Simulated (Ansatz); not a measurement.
# The honeycomb GaAs bilayer (AB) under a gate, part 2 of 2

How does the honeycomb GaAs bilayer (AB) take up charge from its gate?

Ansatz 0.2.0; plane-wave DFT, PBE-D3(BJ), Ansatz PAW.

So far. Step 10 (Gated layer, added electrons -6×10¹³ per cm²): Against the uncharged case this takes -4.80 V.

### 11. Gated layer, added electrons -10×10¹³ per cm² (continued)

The density of states has structure finer than the step of the table below, so its rows give means over 0.2 eV, whole bins alone (the curve runs from -3 to 1.99 eV). Peaks (eV: height): -2.16: 4.79, -1.98: 4.47, -1.53: 4.02, -0.71: 6.40, -0.64: 4.14, -0.25: 5.74, -0.07: 4.61.

The density of states by energy, zero at the Fermi level; means over each step:

```csv
energy (eV),density of states (states/eV a cell)
-2.8,1.27
-2.6,1.33
-2.4,1.42
-2.2,2.78
-2.0,3.37
-1.8,2.53
-1.6,2.72
-1.4,3.06
-1.2,2.73
-1.0,2.48
-0.8,2.89
-0.6,3.19
-0.4,2.89
-0.2,4.41
0.0,2.42
0.2,0
0.4,0
0.6,0
0.8,0
1.0,0
1.2,0.598
1.4,0.904
1.6,1.42
1.8,1.88
```

Against the uncharged case this takes -7.69 V.

### 12. The series together

This step: plane-wave DFT, PBE-D3(BJ), Ansatz PAW; charging by gates (Ansatz 0.2.0).

The potential behind each gate is read from every run and counted from the uncharged case.

Voltage on the gate against the layer's Fermi level, from the uncharged case. Gate voltage against added electrons:

```csv
added electrons (10¹³ per cm²),gate voltage (V)
-10.00,-7.69
-6.00,-4.80
-3.00,-2.64
-1.00,-1.17
0.00,0
1.00,1.10
3.00,2.45
6.00,4.41
10.00,6.88
```

Charge step over voltage step between neighbouring densities. The total capacitance by added electrons:

| added electrons (10¹³ per cm²) | total capacitance (µF/cm²) |
| --- | --- |
| -8.00 | 2.22 |
| -4.50 | 2.22 |
| -2.00 | 2.18 |
| -0.50 | 1.37 |
| 0.50 | 1.46 |
| 2.00 | 2.36 |
| 4.50 | 2.46 |
| 8.00 | 2.60 |

Work function of the face away from the gate. Table of work function of the far face by added electrons:

| added electrons (1e13 /cm²) | work function of the far face (eV) |
| --- | --- |
| -10.00 | 5.61 |
| -6.00 | 5.66 |
| -3.00 | 5.68 |
| -1.00 | 5.66 |
| 0.00 | 5.23 |
| 1.00 | 4.81 |
| 3.00 | 4.80 |
| 6.00 | 4.80 |
| 10.00 | 4.80 |

By hand: 10¹³ electrons per cm² are 0.001 e/Å², which by Gauss's law end a field of 0.181 V/Å. At 10×10¹³ holes per cm² the field towards a gate is 1.810 V/Å, which over the 5 Å from the outer atoms would drop 9.05 V; the run needs 7.69 V.

### 13. A changed input

This step: plane-wave DFT, PBE-D3(BJ), Ansatz PAW (Ansatz 0.2.0).

A run with a changed input: it repeats the earlier run at 1 × 10¹³ added electrons per cm² with crystal.symmetry from detect: true to detect: false and kpoints.mp_grid.grid from [72, 72, 1] to [24, 24, 1].

File input.yaml:

```yaml
crystal:
  lattice:
    - [4.0150554658, 0.0, 0.0]
    - [-2.0075277329, 3.477140031, 0.0]
    - [0.0, 0.0, 38.4256663937]
  atoms:
    - { symbol: As, position: [0.6666666667, 0.3333333333, 0.4450150539] }
    - { symbol: Ga, position: [0.3333333333, 0.6666666667, 0.461280972] }
    - { symbol: As, position: [0.0, 0.0, 0.5389911154] }
    - { symbol: Ga, position: [0.6666666667, 0.3333333333, 0.5549849461] }
  periodic: [true, true, false]
  symmetry: { detect: false }
total_charge: -0.013961
kpoints:
  mp_grid: { grid: [24, 24, 1] }
hamiltonian:
  xc: pbe
  dispersion: d3bj
scf:
  occupations: { method: fermi_dirac, width: 0.02585 }
  convergence: { dr2_threshold: 1.0e-10 }
output:
  forces: true
  eigenvalues: true
  write_potential: true
  write_density: true
  volumetric_format: npy
external_charges:
  - { charge: 0, barrier: 10, axis: 3, height: 24.826, sigma: 0.25 }
  - { charge: 0.013961, axis: 3, height: 26.326, sigma: 0.5 }
```

Launch:

```bash
> ansatz run input.yaml --threads 4 --pin off --max-ram 16384MiB --backend cpu --events-out ev --progress --plain --runs-dir out
```

The job ended after 3.5 min (4 threads of Arm Neoverse V1, shared host; peak memory 3.4 GiB; 14 min of CPU time).

| quantity | this run | earlier run | difference |
| --- | --- | --- | --- |
| potential beyond the upper barrier and gate, less the barrier, from the Fermi level (eV) | 2.783 | 2.783 | -5.5e-4 |

Nothing in the table moves by 0.01 in its unit. The run took 12 SCF cycles against 13.

The change did no harm here.

### 14. Varying the input

An input spoilt on purpose, to show how the run answers: it repeats the earlier run at 1 × 10¹³ added electrons per cm² with crystal.atoms[0].position to [0.33333333, 0.66666667, 0.46128097], and scf.max_iter set to 80.

input.yaml, the sections that differ from step 13:

```yaml
crystal:
  lattice:
    - [4.0150554658, 0.0, 0.0]
    - [-2.0075277329, 3.477140031, 0.0]
    - [0.0, 0.0, 38.4256663937]
  atoms:
    - { symbol: As, position: [0.33333333, 0.66666667, 0.46128097] }
    - { symbol: Ga, position: [0.3333333333, 0.6666666667, 0.461280972] }
    - { symbol: As, position: [0.0, 0.0, 0.5389911154] }
    - { symbol: Ga, position: [0.6666666667, 0.3333333333, 0.5549849461] }
  periodic: [true, true, false]
  symmetry: { detect: true }
kpoints:
  mp_grid: { grid: [72, 72, 1] }
scf:
  occupations: { method: fermi_dirac, width: 0.02585 }
  convergence: { dr2_threshold: 1.0e-10 }
  max_iter: 80
# total_charge, hamiltonian, output, external_charges: as in step 13
```

The job ended after 0.03 s (4 threads; peak memory 0.035 GiB).

The input was rejected at the start.

The program's message: “Error: atoms 0 (As) and 1 (Ga) coincide: fractional positions [0.33333333, 0.66666667, 0.46128097] and [0.3333333333, 0.6666666667, 0.461280972] are 8.02e-8 Å apart, within the symmetry tolerance 1e-5 …”

The fault put into the input: atoms that overlap.

### 15. Summary of results

```json
{"gap with uncharged gates": "0.847 eV", "gate voltage at 10×10¹³ holes per cm²": "-7.69 V", "gate voltage at 10×10¹³ electrons per cm²": "+6.88 V", "total capacitance near 8×10¹³ holes per cm²": "2.22 µF/cm²"}
```

What this shows: Putting 10×10¹³ holes per cm² on the layer takes -7.69 V on the gate; how far the Fermi level moves against the bands is taken for single layers without spin and with an even electron count alone. Between the first holes and the first electrons the voltage runs over 2.26 V: the drop across the plates for that charge, plus the way of the Fermi level through the region of the 0.85 eV gap. The zero of the voltage lies where the smearing puts the uncharged Fermi level. Plates 5 Å apart would give 1.77 µF/cm² in vacuum; the computed total runs from 1.4 to 2.60 µF/cm². A value over that of the plates means that the screening charge has its centre outside the outer atoms; a low density of states works the other way. Few carriers sample few k-points, so the slopes at the lowest densities depend on the mesh and on the temperature. The gates are charged sheets behind model barriers, not atoms. Spin-orbit coupling is left out.

[Logs are printed without paths, hosts, clocks, repeated set-up lines and the standing remarks that a program may print on its own settings, such as how far it seeks lower states.]

[Hosts, paths, dates, database ids (printed as entryN), source tags and the programs' standing remarks are cut or masked in the printed files.]

[Maps of the electrostatic potential energy from Ansatz leave out the sawtooth potential of an applied field or a dipole correction, so their vacuum need not be flat; planar profiles and work functions include it.]

[The density of states shown here was stored with 400 of the rows of the run's finer table, so its peaks can read low, often by over a quarter, or be missed, and its means over a window can be off by a tenth or more.]
